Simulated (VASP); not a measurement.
Runs of VASP 6.6.1 on Si. Symmetry: Fd-3m, No. 227, cubic system. The conventional cell has a = 5.431 Å, b = 5.431 Å, c = 5.431 Å, α = 90.00°, β = 90.00°, γ = 90.00°. Si (site symmetry -43m) has 4 Si at 2.35 Å as nearest neighbours. 

```csv
level,potentials or basis,k mesh,grid for exact exchange (PRECFOCK),screening parameter,gap on the mesh (eV),pressure (GPa),relaxed volume (Å³/atom)
r2SCAN,"VASP PAW PBE potentials, release 64 (Si)",11 × 11 × 11,-,-,0.81,0.0,20.12
PBE,"VASP PAW PBE potentials, release 64 (Si)",11 × 11 × 11,-,-,0.64,0.0,20.44
HSE06,"VASP PAW PBE potentials, release 64 (Si)",6 × 6 × 6,Fast,0.2 1/A,1.31,0.0,(a)
PBEsol,"VASP PAW PBE potentials, release 64 (Si)",11 × 11 × 11,-,-,0.48,0.0,20.08
LDA,"VASP PAW LDA potentials, release 64 (Si)",11 × 11 × 11,-,-,(b),0.0,19.72
```

Alike in all rows: task relaxation of cell and atoms; no spin polarisation; cell relaxed; cutoff (eV) 600; smearing fermi-dirac 0.05 eV.

Problem. Fill in the values left out.

Solution. (a) 20.06; (b) 0.46.

Caveats: an odd mesh through Γ misses points on the zone boundary, where band edges often lie (some runs); the PAW data sets were made with another functional, which shifts forces and pressure a little (some runs).

Not every run made on this cell is shown here.
